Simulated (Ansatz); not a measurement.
Tubes are rolled from the relaxed C monolayer (P6/mmm, bond 1.42 Å, gap on the mesh 0.00 eV); atoms and period are relaxed, and energies count from the flat sheet.

Theory: DFT PBE, scalar-relativistic, plane waves, PAW in Ansatz.

Cutoff 420 eV, Gaussian smearing of 0.05 eV, energies at zero smearing, symmetry of each start kept, no spin polarisation.

Question: Order these by excess energy, lowest first.
A. (7,7)
B. (7,0)

Answer: A (86.1 meV/atom), B (259.7 meV/atom).

```csv
start,atoms,k mesh,excess energy (meV/atom),period (Å),mean diameter (Å),gap on the mesh (eV)
"(7,0)",28,1×1×18,259.7,4.270,5.59,0.20
"(7,7)",28,1×1×31,86.1,2.465,9.58,0.08
```

An odd mesh misses points on the zone edge, so a gap read on it can be too wide.

Gaps under about 0.2 eV rest on few k points and may close between them.

Cost: 2 runs of about 23 core-minutes in all, on Intel Xeon Platinum 8259CL (Skylake/Cascade Lake) (shared hosts).